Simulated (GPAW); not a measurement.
The system is Ca.

```
Ca
1.0
    -2.24000    2.24000    2.24000
     2.24000   -2.24000    2.24000
     2.24000    2.24000   -2.24000
Ca
1
Direct
  0.00000 0.00000 0.00000
```

This isn't the form of Ca at room conditions, which is fcc.

- Program: GPAW 26.7.0
- Task: relaxation of cell and atoms
- Functional: PBE
- Potentials or basis: GPAW PAW data sets (gpaw-data 1.2.1)
- Cutoff: 600 eV
- Basis: pw
- k mesh: 8 × 8 × 8
- Occupations: fermi-dirac, width 0.05 eV
- Spin: no spin polarisation

At the start: pressure -0.9 GPa; volume 44.96 Å³/atom.

Q: Where does the relaxation end?

A: Over 3 steps the energy falls by 7.2 meV/atom and the volume is 42.27 Å³/atom (-6.0 %); space group Im-3m (No. 229, to 0.05 Å).

Step by step:
```csv
step,energy change (eV),largest force (eV/Å),pressure (GPa),volume (Å³)
1,0.0000,0.0000,-0.93,44.96
2,-0.0025,0.0000,-0.77,44.46
3,-0.0072,0.0000,0.02,42.27
```

Final structure:
```cif
data_structure
_symmetry_space_group_name_H-M 'P 1'
_symmetry_Int_Tables_number 1
_cell_length_a 3.8008
_cell_length_b 3.8008
_cell_length_c 3.8008
_cell_angle_alpha 109.471
_cell_angle_beta 109.471
_cell_angle_gamma 109.471
_cell_volume 42.27
loop_
_atom_site_label
_atom_site_type_symbol
_atom_site_fract_x
_atom_site_fract_y
_atom_site_fract_z
_atom_site_occupancy
Ca1 Ca 0.00000 0.00000 0.00000 1
```

Caveat: later steps reuse the first step's grids.
